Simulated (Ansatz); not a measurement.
# CdTe: the cost of one run

Method: DFT PBE, scalar-relativistic, plane waves, PAW, in Ansatz 0.2.0.

The COD entry's cell or inner coordinates are ideal or old and differ from later refinements, so a difference from it is no clean test against experiment.

5 further runs of the same task are left out: 1 that didn't finish, 4 set aside as unsound or not needed.

### 1 The system as given

The structure is cubic, space group F-43m (No. 216). Conventional cell: a = 6.619 Å, b = 6.619 Å, c = 6.619 Å, α = 90.00°, β = 90.00°, γ = 90.00°. Cd (site symmetry -43m) is surrounded by 4 Te at 2.87 Å. Around Te (site symmetry -43m) lie 4 Cd at 2.87 Å.

Coordinates:

```cif
data_structure
_symmetry_space_group_name_H-M 'P 1'
_symmetry_Int_Tables_number 1
_cell_length_a 4.6800
_cell_length_b 4.6800
_cell_length_c 4.6800
_cell_angle_alpha 60.000
_cell_angle_beta 60.000
_cell_angle_gamma 60.000
_cell_volume 72.48
loop_
_atom_site_label
_atom_site_type_symbol
_atom_site_fract_x
_atom_site_fract_y
_atom_site_fract_z
_atom_site_occupancy
Cd1 Cd 0.00000 0.00000 0.00000 1
Te1 Te 0.75000 0.75000 0.75000 1
```

It is the result of an earlier relaxation at this level (volume 36.24 Å³/atom; gap on the mesh: 0.59 eV).

### 2 Relaxing at 3 GPa

At a set pressure the run lowers the enthalpy E + PV, so the energy alone may rise along the way.

File input.yaml:

```yaml
crystal:
  lattice:
    - [0.0, 3.3092645818, 3.3092645818]
    - [3.3092645818, 0.0, 3.3092645818]
    - [3.3092645818, 3.3092645818, 0.0]
  atoms:
    - { symbol: Cd, position: [0.0, 0.0, 0.0] }
    - { symbol: Te, position: [0.75, 0.75, 0.75] }
basis:
  ecutwfc: 420
kpoints:
  mp_grid: { grid: [10, 10, 10] }
hamiltonian:
  xc: pbe
scf:
  occupations: { method: fixed }
output:
  forces: true
  stress: true
  eigenvalues: true
  write_density: true
  write_potential: true
  elf: true
  volumetric_format: npy
relax:
  adjacent_minimum: "off"
  f_tol: 0.001
  max_steps: 60
  cell: { stress_tol: 0.02, p_target: 3.0 }
```

Launch:

```bash
$ ansatz run input.yaml --threads 1 --pin off --max-ram 3072MiB --backend cpu --events-out ev --progress --plain --runs-dir out
```

What time and memory should one allow on 1 thread of Intel Xeon Platinum 8488C (Sapphire Rapids), shared host?

About 49 s, with a peak of 0.48 GiB.
